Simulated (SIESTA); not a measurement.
Crystal: TiO2.

```xyz
6
Lattice="4.5998 0.0000 0.0000 0.0000 4.5998 0.0000 0.0000 0.0000 2.9592" Properties=species:S:1:pos:R:3 pbc="T T T"
Ti    0.0000    0.0000    1.4796
Ti    2.2999    2.2999    0.0000
O     1.3998    1.3998    1.4796
O     0.9001    3.6997    0.0000
O     3.6997    0.9001    0.0000
O     3.2000    3.2000    1.4796
```

The cell is a database's computed one.

```yaml
Program: SIESTA 5.4.2
Task: relaxation of cell and atoms
Functional: PBE
Potentials_or_basis: PseudoDojo 0.4 standard (PBE files)
Basis: SZ (energy shift 0.01 Ry)
Grid_cutoff: 800 Ry
Energy_shift: 0.01 Ry
k_mesh: 4 × 4 × 6
Occupations: fermi-dirac, width 0.05 eV
Spin: no spin polarisation
```

At the start: pressure -11.2 GPa; volume 10.44 Å³/atom.

**Question.** Where does the relaxation end?

**Answer.** Over 10 steps the energy falls by 16.6 meV/atom and the volume is 9.98 Å³/atom (-4.3 %); space group P4_2/mnm (No. 136, to 0.05 Å).

Step by step:
| step | energy change (eV) | largest force (eV/Å) | pressure (GPa) | volume (Å³) |
| --- | --- | --- | --- | --- |
| 1 | 0.0000 | 0.0176 | -11.24 | 62.61 |
| 2 | -0.0221 | 0.0134 | -9.94 | 62.29 |
| 3 | -0.0960 | 0.1875 | 0.42 | 59.94 |
| 4 | -0.0977 | 0.1296 | -0.03 | 60.00 |
| 5 | -0.0993 | 0.0086 | -0.20 | 59.95 |
| 6 | -0.0993 | 0.0023 | -0.06 | 59.92 |
| 7 | -0.0993 | 0.0007 | 0.00 | 59.90 |
| 8 | -0.0994 | 0.0076 | 0.17 | 59.87 |
| 9 | -0.0994 | 0.0053 | 0.16 | 59.87 |
| 10 | -0.0994 | 0.0032 | 0.05 | 59.89 |

Final structure:
```
Ti O
1.0
     4.53559    0.00000    0.00000
     0.00000    4.53559    0.00000
     0.00000    0.00000    2.91131
Ti O
2 4
Direct
  0.00000 0.00000 0.50000
  0.50000 0.50000 0.00000
  0.30285 0.30285 0.50000
  0.19715 0.80285 0.00000
  0.80285 0.19715 0.00000
  0.69715 0.69715 0.50000
```

Caveat: the basis has no polarisation orbitals; the basis of atomic orbitals isn't converged, which shifts pressures, moduli and gaps.
